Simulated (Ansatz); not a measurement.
# TaSi2: a stretch of c alone

Aim: apply a stretch of c alone to TaSi2 from -4 to +4 %, where the rest of the cell is held and the atoms relax, and follow energy, stress and any gap.

Computed with Ansatz 0.2.0 (DFT r2SCAN, scalar-relativistic, plane waves, PAW, unless a step's input says otherwise).

2 further runs of the same task are left out: 2 set aside as unsound or not needed.

### Step 1. The structure to begin with

It takes space group P6_422 (No. 181, hexagonal). The conventional cell has a = 4.780 Å, b = 4.780 Å, c = 6.555 Å, α = 90.00°, β = 90.00°, γ = 120.00°. Around Ta (site symmetry 222) lie 10 Si at 2.60 to 2.83 Å. Around Si (site symmetry 2) lie 5 Si at 2.55 to 2.83 Å and 5 Ta at 2.60 to 2.83 Å.

As a file:

```cif
data_structure
_symmetry_space_group_name_H-M 'P6_422'
_symmetry_Int_Tables_number 181
_cell_length_a 4.7800
_cell_length_b 4.7800
_cell_length_c 6.5548
_cell_angle_alpha 90.000
_cell_angle_beta 90.000
_cell_angle_gamma 120.000
_cell_volume 129.70
loop_
_atom_site_label
_atom_site_type_symbol
_atom_site_symmetry_multiplicity
_atom_site_Wyckoff_symbol
_atom_site_fract_x
_atom_site_fract_y
_atom_site_fract_z
_atom_site_occupancy
Ta1 Ta 3 c 0.50000 0.00000 0.00000 1
Si1 Si 6 i 0.15827 0.31655 0.00000 1
```

It is the result of an earlier relaxation at this level (volume 14.41 Å³/atom; gap on the mesh: none (metal)).

The unstrained cell was computed beforehand with the same settings: E(σ→0) = -33671.4892 eV for 9 atoms, gap none (metal).

### Step 2. The cell strained by -2.0 %

The input, input.yaml:

```yaml
crystal:
  lattice:
    - [4.7799675399, 0.0, 0.0]
    - [-2.38998377, 4.1395733188, 0.0]
    - [0.0, 0.0, 6.4236602892]
  atoms:
    - { symbol: Ta, position: [0.5, 0.0, 0.0] }
    - { symbol: Ta, position: [0.5, 0.5, 0.6666666667] }
    - { symbol: Ta, position: [0.0, 0.5, 0.3333333333] }
    - { symbol: Si, position: [0.1582725697, 0.3165451393, 0.0] }
    - { symbol: Si, position: [0.8417274303, 0.1582725697, 0.6666666667] }
    - { symbol: Si, position: [0.6834548607, 0.8417274303, 0.3333333333] }
    - { symbol: Si, position: [0.8417274303, 0.6834548607, 0.0] }
    - { symbol: Si, position: [0.1582725697, 0.8417274303, 0.6666666667] }
    - { symbol: Si, position: [0.3165451393, 0.1582725697, 0.3333333333] }
basis:
  ecutwfc: 500
kpoints:
  mp_grid: { grid: [12, 12, 6] }
hamiltonian:
  xc: r2scan
scf:
  occupations: { method: gaussian, width: 0.1 }
output:
  forces: true
  stress: true
  eigenvalues: true
relax:
  adjacent_minimum: "off"
  f_tol: 0.008
  max_steps: 40
```

On the command line:

```sh
ansatz run input.yaml --threads 2 --pin off --max-ram 5120MiB --backend cpu --events-out ev --progress --plain --runs-dir out
```

Log, shortened:

```text
Warning: output.stress: scf.convergence.dr2_threshold = 6.4e-8 eV (the default of a walk held to its f_tol) is looser than the 9e-10 eV advised for a printed stress (1e-10 eV for each atom of the cell: 9). What an SCF threshold leaves in a stress goes as its square root, and in the free [...]
Warning: RAYON_NUM_THREADS=2 ignored (pool sized by the plan → 2); use --threads N
[...]
Pseudopotentials: kind: paw
Pseudopotential: Ta, paw, valence charge 13, recommended cutoff 500 eV (meta_gga), Ta.paw.azcp
Pseudopotential: Si, paw, valence charge 4, recommended cutoff 500 eV (meta_gga), Si.paw.azcp
Functional definition: r2SCAN
[...]
Crystal: 9 atoms, lattice volume = 127.105 Å³
Basis set: ecut = 500 eV, 3185 PW (Γ), exchange–correlation on 144×144×192 points (64 copies of the dense FFT grid, shifted against one another)
Bands: 41, of which v1, the nominal top of the filled ones, is band 32 counted from 1 (31 counted from 0)
Symmetry: 12 space group operations
Space group: P6422 (ITA 181), of the structure as read, at distance tolerance 5.0e-5 Å
k-points: 76 of 864 (time reversal used)
[...]
SCF iter   1: F=—  HF=-33671.246363 eV  |F-HF|=—  |Δ(HF+E_count)|=         —  Δρ=8.32e-3  dr2=1.17e-1  dr2_τ=1.29e-1  ethr=1.77e-3  ⟨swp⟩=7.1  Hψ=14823  notcnv=0
[...]
relax step   1: F+E_penalty+E_count = -33671.41373171 eV  Δ(F+E_penalty+E_count) = +0.000e0 eV  max|allowed force component| = 7.334e-2 eV/Å  Δτ_max = 0.0000 Å  (6 SCF iters, dr2 threshold 1.60e-6 eV, accepted)
[...]
Entropy (-TS):   -0.013574 eV (-1.508 meV/atom)
Fermi energy:    15.616205 eV
[...]
--- Forces (eV/Å), atoms counted from 1 ---
  atom   1  Ta    -0.00000000     0.00000000    -0.00000000
  atom   2  Ta    -0.00000000     0.00000000     0.00000000
  atom   3  Ta    -0.00000000    -0.00000000    -0.00000000
  atom   4  Si    -0.00000000     0.00156279     0.00000000
  atom   5  Si    -0.00135342     0.00078139     0.00000000
  atom   6  Si    -0.00135342    -0.00078139    -0.00000000
  atom   7  Si     0.00000000    -0.00156279     0.00000000
  atom   8  Si     0.00135342    -0.00078139     0.00000000
[...]
--- Stress (GPa, compression-positive) ---
        2.067528      -0.000000      -0.000000
       -0.000000       2.067528      -0.000000
        0.000000       0.000000      10.376187
  P = ⅓ Tr σ = 4.8371 GPa (48.371 kbar)
--- Band table (eV; the first three rows and the last of 76) ---
[...]
--- Relaxed structure (3 steps of the walk, 3 accepted, 0 SCFs on fresh bases) ---
  F+E_penalty+E_count = -33671.41484474 eV   max|allowed force component| = 1.567e-3 eV/Å
  atoms:
    - { symbol: Ta, position: [0.5000000000000001, -3.492154315079398e-20, -3.039822910118119e-35] }
    - { symbol: Ta, position: [0.5000000000000001, 0.5000000000000001, 0.6666666666666666] }
    - { symbol: Ta, position: [-5.551115123125783e-17, 0.5000000000000001, 0.3333333333333333] }
    - { symbol: Si, position: [0.15765158217970782, 0.31530316435941563, 2.331918944748146e-35] }
    - { symbol: Si, position: [0.8423484178202922, 0.15765158217970782, 0.6666666666666666] }
    - { symbol: Si, position: [0.6846968356405846, 0.8423484178202924, 0.3333333333333333] }
    - { symbol: Si, position: [0.8423484178202921, 0.6846968356405844, 1.4574493404675916e-35] }
    - { symbol: Si, position: [0.15765158217970787, 0.8423484178202924, 0.6666666666666666] }
    - { symbol: Si, position: [0.3153031643594156, 0.15765158217970782, 0.3333333333333333] }
```

Run time: 71 s. Hardware: 2 threads of Intel Xeon Platinum 8375C at 2.90GHz (Ice Lake), shared host; peak memory 0.89 GiB.

Relaxation path:

| step | energy from step 1 (eV/cell) | largest force component (eV/Å) |
| --- | --- | --- |
| 1 | 0.0000 | 0.0733 |
| 2 | -0.0011 | 0.0017 |
| 3 | -0.0011 | 0.0016 |

Step 1 is the start.

The cell is held at each strain. Atoms start from the nearest strain of the same sign that is done.

### Step 3. Strain +2.0 %

Changes to input.yaml since step 2:

```diff
@@ -4,3 +4,3 @@
     - [-2.38998377, 4.1395733188, 0.0]
-    - [0.0, 0.0, 6.4236602892]
+    - [0.0, 0.0, 6.685850505]
   atoms:
```

On the command line:

```sh
ansatz run input.yaml --threads 2 --pin off --max-ram 5120MiB --backend cpu --events-out ev --progress --plain --runs-dir out
```

Log, shortened:

```text
Warning: output.stress: scf.convergence.dr2_threshold = 6.4e-8 eV (the default of a walk held to its f_tol) is looser than the 9e-10 eV advised for a printed stress (1e-10 eV for each atom of the cell: 9). What an SCF threshold leaves in a stress goes as its square root, and in the free [...]
Warning: RAYON_NUM_THREADS=2 ignored (pool sized by the plan → 2); use --threads N
[...]
[... 4 set-up lines as earlier in the session ...]
[...]
Crystal: 9 atoms, lattice volume = 132.293 Å³
Basis set: ecut = 500 eV, 3331 PW (Γ), exchange–correlation on 144×144×200 points (64 copies of the dense FFT grid, shifted against one another)
Bands: 41, of which v1, the nominal top of the filled ones, is band 32 counted from 1 (31 counted from 0)
[... 1 set-up line as earlier in the session ...]
Space group: P6422 (ITA 181), of the structure as read, at distance tolerance 5.1e-5 Å
[...]
--- Stress (GPa, compression-positive) ---
       -1.906935       0.000000      -0.000000
       -0.000000      -1.906935       0.000000
        0.000000       0.000000      -8.769841
  P = ⅓ Tr σ = -4.1946 GPa (-41.946 kbar)
--- Band table (eV; the first three rows and the last of 76) ---
[...]
--- Relaxed structure (3 steps of the walk, 3 accepted, 0 SCFs on fresh bases) ---
  F+E_penalty+E_count = -33671.42368035 eV   max|allowed force component| = 2.396e-3 eV/Å
  atoms:
    - { symbol: Ta, position: [0.5, 4.656205766902423e-20, 1.1335717092671036e-35] }
    - { symbol: Ta, position: [0.5, 0.5, 0.6666666666666666] }
    - { symbol: Ta, position: [0.0, 0.5, 0.3333333333333333] }
    - { symbol: Si, position: [0.1589079906948928, 0.3178159813897856, -3.187336923703973e-35] }
    - { symbol: Si, position: [0.8410920093051072, 0.15890799069489284, 0.6666666666666666] }
    - { symbol: Si, position: [0.6821840186102144, 0.8410920093051072, 0.3333333333333333] }
    - { symbol: Si, position: [0.8410920093051071, 0.6821840186102143, -2.2271350052659565e-35] }
    - { symbol: Si, position: [0.1589079906948928, 0.8410920093051072, 0.6666666666666666] }
    - { symbol: Si, position: [0.3178159813897856, 0.15890799069489284, 0.3333333333333333] }
```

It took 78 s on 2 threads of Intel Xeon Platinum 8375C at 2.90GHz (Ice Lake), shared host; peak memory 0.92 GiB.

The steps of the relaxation:

| step | E - E(step 1) (eV/cell) | largest force component (eV/Å) |
| --- | --- | --- |
| 1 | 0.0000 | 0.0684 |
| 2 | -0.0010 | 0.0024 |
| 3 | -0.0010 | 0.0024 |

Step 1 is the start.

### Step 4. The cell strained by -4.0 %

The input, input.yaml:

```yaml
crystal:
  lattice:
    - [4.7799675399, 0.0, 0.0]
    - [-2.38998377, 4.1395733188, 0.0]
    - [0.0, 0.0, 6.2925651812]
  atoms:
    - { symbol: Ta, position: [0.5, 0.0, 0.0] }
    - { symbol: Ta, position: [0.5, 0.5, 0.6666666667] }
    - { symbol: Ta, position: [0.0, 0.5, 0.3333333333] }
    - { symbol: Si, position: [0.1576515822, 0.3153031644, 0.0] }
    - { symbol: Si, position: [0.8423484178, 0.1576515822, 0.6666666667] }
    - { symbol: Si, position: [0.6846968356, 0.8423484178, 0.3333333333] }
    - { symbol: Si, position: [0.8423484178, 0.6846968356, 0.0] }
    - { symbol: Si, position: [0.1576515822, 0.8423484178, 0.6666666667] }
    - { symbol: Si, position: [0.3153031644, 0.1576515822, 0.3333333333] }
basis:
  ecutwfc: 500
kpoints:
  mp_grid: { grid: [12, 12, 6] }
hamiltonian:
  xc: r2scan
scf:
  occupations: { method: gaussian, width: 0.1 }
output:
  forces: true
  stress: true
  eigenvalues: true
relax:
  adjacent_minimum: "off"
  f_tol: 0.008
  max_steps: 40
```

On the command line:

```sh
ansatz run input.yaml --threads 2 --pin off --max-ram 5120MiB --backend cpu --events-out ev --progress --plain --runs-dir out
```

Log, shortened:

```text
Warning: output.stress: scf.convergence.dr2_threshold = 6.4e-8 eV (the default of a walk held to its f_tol) is looser than the 9e-10 eV advised for a printed stress (1e-10 eV for each atom of the cell: 9). What an SCF threshold leaves in a stress goes as its square root, and in the free [...]
Warning: RAYON_NUM_THREADS=2 ignored (pool sized by the plan → 2); use --threads N
[...]
[... 4 set-up lines as earlier in the session ...]
[...]
Crystal: 9 atoms, lattice volume = 124.511 Å³
Basis set: ecut = 500 eV, 3173 PW (Γ), exchange–correlation on 144×144×192 points (64 copies of the dense FFT grid, shifted against one another)
Bands: 41, of which v1, the nominal top of the filled ones, is band 32 counted from 1 (31 counted from 0)
[... 2 set-up lines as earlier in the session ...]
[...]
--- Stress (GPa, compression-positive) ---
        4.234295      -0.000000       0.000000
       -0.000000       4.234295      -0.000000
        0.000000       0.000000      22.874195
  P = ⅓ Tr σ = 10.4476 GPa (104.476 kbar)
--- Band table (eV; the first three rows and the last of 76) ---
[...]
--- Relaxed structure (3 steps of the walk, 3 accepted, 0 SCFs on fresh bases) ---
  F+E_penalty+E_count = -33671.14850419 eV   max|allowed force component| = 1.202e-3 eV/Å
  atoms:
    - { symbol: Ta, position: [0.5, 2.3281029036460508e-20, -1.1760806483602225e-35] }
    - { symbol: Ta, position: [0.5, 0.5, 0.6666666666666666] }
    - { symbol: Ta, position: [0.0, 0.5, 0.3333333333333333] }
    - { symbol: Si, position: [0.15710892926310505, 0.3142178585262101, -2.7064024558650903e-35] }
    - { symbol: Si, position: [0.8428910707368951, 0.15710892926310502, 0.6666666666666666] }
    - { symbol: Si, position: [0.6857821414737899, 0.8428910707368948, 0.3333333333333333] }
    - { symbol: Si, position: [0.8428910707368951, 0.68578214147379, -3.21650972503338e-35] }
    - { symbol: Si, position: [0.15710892926310488, 0.842891070736895, 0.6666666666666666] }
    - { symbol: Si, position: [0.3142178585262101, 0.15710892926310505, 0.3333333333333333] }
```

It took 69 s on 2 threads of Intel Xeon Platinum 8375C at 2.90GHz (Ice Lake), shared host; peak memory 0.9 GiB.

Relaxation path:

| step | E - E(step 1) (eV/cell) | largest force component (eV/Å) |
| --- | --- | --- |
| 1 | 0.0000 | 0.0691 |
| 2 | -0.0010 | 0.0012 |
| 3 | -0.0010 | 0.0012 |

Step 1 is the start.

### Step 5. Strain +4.0 %

The input, input.yaml:

```yaml
crystal:
  lattice:
    - [4.7799675399, 0.0, 0.0]
    - [-2.38998377, 4.1395733188, 0.0]
    - [0.0, 0.0, 6.816945613]
  atoms:
    - { symbol: Ta, position: [0.5, 0.0, 0.0] }
    - { symbol: Ta, position: [0.5, 0.5, 0.6666666667] }
    - { symbol: Ta, position: [0.0, 0.5, 0.3333333333] }
    - { symbol: Si, position: [0.1589079907, 0.3178159814, 0.0] }
    - { symbol: Si, position: [0.8410920093, 0.1589079907, 0.6666666667] }
    - { symbol: Si, position: [0.6821840186, 0.8410920093, 0.3333333333] }
    - { symbol: Si, position: [0.8410920093, 0.6821840186, 0.0] }
    - { symbol: Si, position: [0.1589079907, 0.8410920093, 0.6666666667] }
    - { symbol: Si, position: [0.3178159814, 0.1589079907, 0.3333333333] }
basis:
  ecutwfc: 500
kpoints:
  mp_grid: { grid: [12, 12, 6] }
hamiltonian:
  xc: r2scan
scf:
  occupations: { method: gaussian, width: 0.1 }
output:
  forces: true
  stress: true
  eigenvalues: true
relax:
  adjacent_minimum: "off"
  f_tol: 0.008
  max_steps: 40
```

On the command line:

```sh
ansatz run input.yaml --threads 2 --pin off --max-ram 5120MiB --backend cpu --events-out ev --progress --plain --runs-dir out
```

Log, shortened:

```text
Warning: output.stress: scf.convergence.dr2_threshold = 6.4e-8 eV (the default of a walk held to its f_tol) is looser than the 9e-10 eV advised for a printed stress (1e-10 eV for each atom of the cell: 9). What an SCF threshold leaves in a stress goes as its square root, and in the free [...]
Warning: RAYON_NUM_THREADS=2 ignored (pool sized by the plan → 2); use --threads N
[...]
[... 4 set-up lines as earlier in the session ...]
[...]
Crystal: 9 atoms, lattice volume = 134.887 Å³
Basis set: ecut = 500 eV, 3391 PW (Γ), exchange–correlation on 144×144×200 points (64 copies of the dense FFT grid, shifted against one another)
Bands: 41, of which v1, the nominal top of the filled ones, is band 32 counted from 1 (31 counted from 0)
[... 2 set-up lines as earlier in the session ...]
[...]
--- Stress (GPa, compression-positive) ---
       -3.686274      -0.000000       0.000000
       -0.000000      -3.686274      -0.000000
        0.000000      -0.000000     -15.908494
  P = ⅓ Tr σ = -7.7603 GPa (-77.603 kbar)
--- Band table (eV; the first three rows and the last of 76) ---
[...]
--- Relaxed structure (3 steps of the walk, 3 accepted, 0 SCFs on fresh bases) ---
  F+E_penalty+E_count = -33671.22144471 eV   max|allowed force component| = 1.520e-3 eV/Å
  atoms:
    - { symbol: Ta, position: [0.5, -3.4921543958587545e-20, -9.123072313926716e-36] }
    - { symbol: Ta, position: [0.5, 0.5, 0.6666666666666667] }
    - { symbol: Ta, position: [0.0, 0.49999999999999994, 0.33333333333333337] }
    - { symbol: Si, position: [0.15952335180512658, 0.31904670361025317, 1.3828808657951084e-20] }
    - { symbol: Si, position: [0.8404766481948737, 0.1595233518051266, 0.6666666666666667] }
    - { symbol: Si, position: [0.6809532963897469, 0.8404766481948734, 0.33333333333333337] }
    - { symbol: Si, position: [0.8404766481948736, 0.6809532963897467, -1.3828808657951066e-20] }
    - { symbol: Si, position: [0.1595233518051266, 0.8404766481948734, 0.6666666666666667] }
    - { symbol: Si, position: [0.3190467036102532, 0.15952335180512658, 0.33333333333333337] }
```

Wall time 77 s (2 threads of Intel Xeon Platinum 8375C at 2.90GHz (Ice Lake), shared host); peak memory 0.93 GiB.

The steps of the relaxation:

```
step  E - E(step 1) (eV/cell)  largest force component (eV/Å)
   1                   0.0000                          0.0622
   2                  -0.0009                          0.0015
   3                  -0.0009                          0.0015
```

Step 1 is the start.

### Step 6. Energy and stress against strain (a metal throughout)

Lengths are those of the vectors of the cell that was run; stresses in GPa:

| strain (%) | ΔE (meV/atom) | a (Å) | b (Å) | c (Å) | σxx | σyy | σzz |
| --- | --- | --- | --- | --- | --- | --- | --- |
| -4.0 | 38.6 | 4.780 | 4.780 | 6.293 | 4.23 | 4.23 | 22.87 |
| -2.0 | 9.0 | 4.780 | 4.780 | 6.424 | 2.07 | 2.07 | 10.38 |
| +0.0 | 0.0 | 4.780 | 4.780 | 6.555 | -0.03 | -0.03 | 0.01 |
| +2.0 | 8.3 | 4.780 | 4.780 | 6.686 | -1.91 | -1.91 | -8.77 |
| +4.0 | 31.0 | 4.780 | 4.780 | 6.817 | -3.69 | -3.69 | -15.91 |

ΔE is over the unstrained cell. Stress in GPa, positive in compression, on the Cartesian axes of the input. 

### Step 7. Summary of results

| quantity | value |
| --- | --- |
| largest energy cost | 38.6 meV/atom at -4.0 % |
| (1/V) d²E/dε² at zero strain, cubic fit | 484 GPa |

From the curvature follows the elastic constant along c at held a and b: 484 GPa. Compression by 4 % costs 38.6 meV/atom and stretching 31.0. Spin-orbit coupling is left out for Ta.
